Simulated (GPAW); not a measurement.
# ZnS (Wurtzite-2H) (P6_3mc) in GPAW: a series of runs

Aim: see how the results for ZnS (Wurtzite-2H) move with the level of theory and the settings. Levels: PBEsol+D3(BJ), PBE, TPSS. Tasks: relaxation of cell and atoms, single point.

Program: GPAW 26.7.0. These are calculated values, not measurements. Logs are shortened: lines on timing, memory, paths and dates and some standing lists are left out, and cuts for length are marked. The log counts tension as positive stress, the text compression.

**Experimental background.**

A printed reference work, monograph reports, for a bulk crystal of ZnS at 4 K: band gap 3.911 eV (direct).

The runs below are set against these values where they give the same quantity.

## 1. Starting point

It takes space group P6_3mc (No. 186, hexagonal). The conventional cell has a = 3.811 Å, b = 3.811 Å, c = 6.234 Å, α = 90.00°, β = 90.00°, γ = 120.00°. Zn (site symmetry 3m) has 4 S at 2.31 to 2.40 Å as nearest neighbours. S (site symmetry 3m) has 4 Zn at 2.31 to 2.40 Å as nearest neighbours.

## 2. Relaxation of cell and atoms, PBEsol+D3(BJ)

The input, run.py:

```python
from ase.calculators.mixing import SumCalculator
from ase.filters import FrechetCellFilter
from ase.io import read, write
from ase.optimize import BFGS
from dftd3.ase import DFTD3
from gpaw import GPAW, PW, setup_paths

setup_paths.insert(0, '.')

atoms = read('ZnS.cif')

calc = GPAW(mode=PW(600),
            xc='PBEsol',
            kpts={'size': (6, 6, 3), 'gamma': True},
            occupations={'name': 'fermi-dirac', 'width': 0.05},
            nbands=31,
            convergence={'density': 1e-05, 'energy': 1e-05},
            maxiter=150,
            txt='gpaw.txt')
atoms.calc = SumCalculator([calc, DFTD3(method='pbesol', damping='d3bj')])
opt = BFGS(FrechetCellFilter(atoms), trajectory='relax.traj', logfile='-')
done = opt.run(fmax=0.02, steps=100)
calc.write('gs.gpw')
write('result.traj', atoms)
print('Converged:', done)
print('Cell:', atoms.cell.cellpar().round(4))
print('Volume:', round(atoms.get_volume(), 4))
print(atoms.get_scaled_positions().round(5))
```

The input, ZnS.cif:

```cif
data_ZnS
_cell_length_a 3.81100000
_cell_length_b 3.81100000
_cell_length_c 6.23400000
_cell_angle_alpha 90.00000000
_cell_angle_beta 90.00000000
_cell_angle_gamma 120.00000000
_space_group_name_H-M_alt 'P6_3mc'
_space_group_name_Hall 'P 6c -2c'
_space_group_IT_number 186
loop_
_space_group_symop_operation_xyz
'x,y,z'
'x-y,x,z+1/2'
'-y,x-y,z'
'-x,-y,z+1/2'
'-x+y,-x,z'
'y,-x+y,z+1/2'
'y,x,z+1/2'
'x,x-y,z'
'x-y,-y,z+1/2'
'-y,-x,z'
'-x,-x+y,z+1/2'
'-x+y,y,z'
loop_
_atom_site_label
_atom_site_type_symbol
_atom_site_symmetry_multiplicity
_atom_site_Wyckoff_symbol
_atom_site_fract_x
_atom_site_fract_y
_atom_site_fract_z
_atom_site_occupancy
Zn1 Zn 2 b 0.6666666667 0.3333333333 0.5000000000 1
S1 S 2 b 0.6666666667 0.3333333333 0.8850000000 1
```

Potentials or basis: PAW data sets generated in the run's folder for this functional, pw.

Started as:

```bash
> gpaw-setup -f PBEsol S Zn
> OMP_NUM_THREADS=1 python run.py
```

gpaw.txt:

```text
__  _  _
 | _ |_)|_||  |
 |__||  | ||/\| - 26.7.0

Input parameters:
  mode=PW(ecut=600.0),
  convergence={'density': 1e-05, 'energy': 1e-05},
  kpts=MonkhorstPack(size=(6, 6, 3), gamma=True),
  maxiter=150,
  nbands=31,
  occupations=Occupations(name='fermi-dirac', width=0.05),
  xc=XC(name='PBEsol')

Diagonalizing LCAO Hamiltonian
Converting LCAO to pw mode

            S

            Zn
        S

        Zn

Atoms  # Å, Bohr magnetons
|   | symbol |        x |        y |        z |    initial magnetic moments |
|---|--------|----------|----------|----------|-----------------------------|
| 0 |     Zn | 1.905500 | 1.100141 | 3.117000 | ( 0.0000,  0.0000,  0.0000) |
| 1 |     Zn | 0.000000 | 2.200282 | 0.000000 | ( 0.0000,  0.0000,  0.0000) |
| 2 |      S | 1.905500 | 1.100141 | 5.517090 | ( 0.0000,  0.0000,  0.0000) |
| 3 |      S | 0.000000 | 2.200282 | 2.400090 | ( 0.0000,  0.0000,  0.0000) |

Unit cell  # Å
| periodic |         x |        y |        z |  lengths |     angles |
|----------|-----------|----------|----------|----------|------------|
|      yes |  3.811000 | 0.000000 | 0.000000 | 3.811000 |  90.000000 |
|      yes | -1.905500 | 3.300423 | 0.000000 | 3.811000 |  90.000000 |
|      yes |  0.000000 | 0.000000 | 6.234000 | 6.234000 | 120.000000 |

Number of symmetries: 6
Symmetry operations  # r_c * U_cc + t_c -> r_c
|   | kind |            matrix            |
|---|------|------------------------------|
| 0 |  σ   |  1, 1, 0,  0,-1, 0,  0, 0, 1 |
| 1 |  E   |  1, 0, 0,  0, 1, 0,  0, 0, 1 |
| 2 |  C3  |  0, 1, 0, -1,-1, 0,  0, 0, 1 |
| 3 |  σ   |  0,-1, 0, -1, 0, 0,  0, 0, 1 |
| 4 |  σ   | -1, 0, 0,  1, 1, 0,  0, 0, 1 |
| 5 |  C3  | -1,-1, 0,  1, 0, 0,  0, 0, 1 |
[... 217 lines left out ...]
Atoms  # Å, Bohr magnetons
|   | symbol |        x |        y |        z |    initial magnetic moments |
|---|--------|----------|----------|----------|-----------------------------|
| 0 |     Zn | 1.903186 | 1.098805 | 3.115085 | ( 0.0000,  0.0000,  0.0000) |
| 1 |     Zn | 0.000000 | 2.197609 | 0.004436 | ( 0.0000,  0.0000,  0.0000) |
| 2 |      S | 1.903186 | 1.098805 | 5.501411 | ( 0.0000,  0.0000,  0.0000) |
| 3 |      S | 0.000000 | 2.197609 | 2.390763 | ( 0.0000,  0.0000,  0.0000) |

Unit cell  # Å
| periodic |         x |        y |        z |  lengths |     angles |
|----------|-----------|----------|----------|----------|------------|
|      yes |  3.806371 | 0.000000 | 0.000000 | 3.806371 |  90.000000 |
|      yes | -1.903186 | 3.296414 | 0.000000 | 3.806371 |  90.000000 |
|      yes |  0.000000 | 0.000000 | 6.221297 | 6.221297 | 120.000000 |

Number of symmetries: 6
Symmetry operations  # r_c * U_cc + t_c -> r_c
|   | kind |            matrix            |
|---|------|------------------------------|
| 0 |  σ   |  1, 1, 0,  0,-1, 0,  0, 0, 1 |
| 1 |  E   |  1, 0, 0,  0, 1, 0,  0, 0, 1 |
| 2 |  C3  |  0, 1, 0, -1,-1, 0,  0, 0, 1 |
| 3 |  σ   |  0,-1, 0, -1, 0, 0,  0, 0, 1 |
| 4 |  σ   | -1, 0, 0,  1, 1, 0,  0, 0, 1 |
| 5 |  C3  | -1,-1, 0,  1, 0, 0,  0, 0, 1 |
[... 198 lines left out ...]
Forces  # eV/Ang
|        x |        y |        z |
|----------|----------|----------|
|  0.00000 |  0.00000 |  0.27516 |  # Zn   0
|  0.00000 | -0.00000 |  0.27518 |  # Zn   1
| -0.00000 |  0.00000 | -0.27478 |  # S    2
|  0.00000 | -0.00000 | -0.27467 |  # S    3

Interpolating wave functions to new cell

           S

        S  Zn

        Zn

Atoms  # Å, Bohr magnetons
|   | symbol |        x |        y |        z |    initial magnetic moments |
|---|--------|----------|----------|----------|-----------------------------|
| 0 |     Zn | 1.881975 | 1.086559 | 3.097375 | ( 0.0000,  0.0000,  0.0000) |
| 1 |     Zn | 0.000000 | 2.173118 | 0.041997 | ( 0.0000,  0.0000,  0.0000) |
| 2 |      S | 1.881975 | 1.086559 | 5.366081 | ( 0.0000,  0.0000,  0.0000) |
| 3 |      S | 0.000000 | 2.173118 | 2.310715 | ( 0.0000,  0.0000,  0.0000) |
[... 211 lines left out ...]
Stress tensor  # eV/Ang^3
|         x |         y |         z |
|-----------|-----------|-----------|
| -0.007591 |  0.000000 |  0.000000 |
|  0.000000 | -0.007591 | -0.000000 |
|  0.000000 | -0.000000 | -0.025775 |

Forces  # eV/Ang
|        x |       y |        z |
|----------|---------|----------|
|  0.00000 | 0.00000 | -0.21885 |  # Zn   0
| -0.00000 | 0.00000 | -0.21880 |  # Zn   1
|  0.00000 | 0.00000 |  0.21895 |  # S    2
| -0.00000 | 0.00000 |  0.21866 |  # S    3

Interpolating wave functions to new cell

           S

           Zn
        S
[... 459 lines left out ...]
Stress tensor  # eV/Ang^3
|         x |         y |         z |
|-----------|-----------|-----------|
| -0.007423 |  0.000000 |  0.000000 |
|  0.000000 | -0.007423 | -0.000000 |
|  0.000000 | -0.000000 | -0.015024 |

Forces  # eV/Ang
|       x |       y |        z |
|---------|---------|----------|
| 0.00000 | 0.00000 | -0.04354 |  # Zn   0
| 0.00000 | 0.00000 | -0.04358 |  # Zn   1
| 0.00000 | 0.00000 |  0.04374 |  # S    2
| 0.00000 | 0.00000 |  0.04371 |  # S    3

Interpolating wave functions to new cell

           S

        S  Zn

        Zn

Atoms  # Å, Bohr magnetons
|   | symbol |        x |        y |        z |    initial magnetic moments |
|---|--------|----------|----------|----------|-----------------------------|
| 0 |     Zn | 1.876365 | 1.083320 | 3.094296 | ( 0.0000,  0.0000,  0.0000) |
| 1 |     Zn | 0.000000 | 2.166640 | 0.030509 | ( 0.0000,  0.0000,  0.0000) |
| 2 |      S | 1.876365 | 1.083320 | 5.392463 | ( 0.0000,  0.0000,  0.0000) |
| 3 |      S | 0.000000 | 2.166640 | 2.328668 | ( 0.0000,  0.0000,  0.0000) |
[... 1404 lines left out ...]
Stress tensor  # eV/Ang^3
|         x |         y |         z |
|-----------|-----------|-----------|
| -0.014631 |  0.000000 | -0.000000 |
|  0.000000 | -0.014631 | -0.000000 |
| -0.000000 | -0.000000 | -0.013986 |

Forces  # eV/Ang
|        x |       y |        z |
|----------|---------|----------|
|  0.00000 | 0.00000 |  0.01429 |  # Zn   0
| -0.00000 | 0.00000 |  0.01436 |  # Zn   1
|  0.00000 | 0.00000 | -0.01413 |  # S    2
| -0.00000 | 0.00000 | -0.01430 |  # S    3

# Writing to gs.gpw (mode='')
```

stdout:

```text
Step          Energy          fmax
BFGS:    0      -16.321760        0.571133
BFGS:    1      -16.334456        0.510302
BFGS:    2      -16.374569        0.216135
BFGS:    3      -16.379706        0.152618
BFGS:    4      -16.380610        0.129292
BFGS:    5      -16.382641        0.057326
BFGS:    6      -16.382719        0.045699
BFGS:    7      -16.382809        0.028724
BFGS:    8      -16.382948        0.027603
BFGS:    9      -16.383130        0.025365
BFGS:   10      -16.383244        0.012424
Converged: True
Cell: [  3.7467   3.7467   6.1542  90.      90.     120.    ]
Volume: 74.8176
[[0.66667 0.33333 0.50542]
 [0.33333 0.66667 0.00542]
 [0.66667 0.33333 0.87959]
 [0.33333 0.66667 0.37958]]
```

It took 3.5 min on 1 thread of Arm Neoverse V2, shared host; peak memory 0.25 GiB.

What came out:

```
Free energy                            : -16.3832 eV
Relaxed volume                         : 18.70 Å³/atom
Relaxed cell                           : a = 3.747 Å, b = 3.747 Å, c = 6.154 Å, α = 90.00°, β = 90.00°, γ = 120.00°
Space group after relaxing (to 0.05 Å) : P6_3mc (No. 186)
Energy gained by relaxing              : 15.4 meV/atom
Ionic steps                            : 11
Pressure after relaxing                : 0.0 GPa
Largest force after relaxing           : 0.013 eV/Å
Band gap on the k mesh                 : 2.27 eV, direct
Dispersion energy per atom             : -0.273 eV
```

Forces on the atoms (eV/Å):
```
Zn   0.000  0.000  0.013
Zn   0.000  0.000  0.013
S    0.000  0.000 -0.012
S    0.000  0.000 -0.013
```

The path:
```csv
step,energy change (eV),largest force (eV/Å),pressure (GPa),volume (Å³)
1,0.0000,0.3112,-3.41,78.41
2,-0.0127,0.2738,-3.14,78.06
3,-0.0528,0.2205,-0.13,74.97
4,-0.0579,0.0452,-0.88,75.62
5,-0.0588,0.0453,-0.69,75.45
6,-0.0609,0.0004,0.09,74.73
7,-0.0610,0.0109,0.08,74.74
8,-0.0610,0.0222,0.05,74.76
9,-0.0612,0.0280,0.03,74.79
10,-0.0614,0.0257,-0.01,74.82
11,-0.0615,0.0126,-0.02,74.82
```

Final structure:
```
Zn S
1.0
     3.74670    0.00000    0.00000
    -1.87335    3.24474    0.00000
     0.00000    0.00000    6.15424
Zn S
2 2
Direct
  0.66667 0.33333 0.50542
  0.33333 0.66667 0.00542
  0.66667 0.33333 0.87959
  0.33333 0.66667 0.37958
```

Caveat: later steps reuse the first step's grids. A hybrid or GW would open this gap; PBEsol tends to underestimate it.

[end of part 1 of 2]
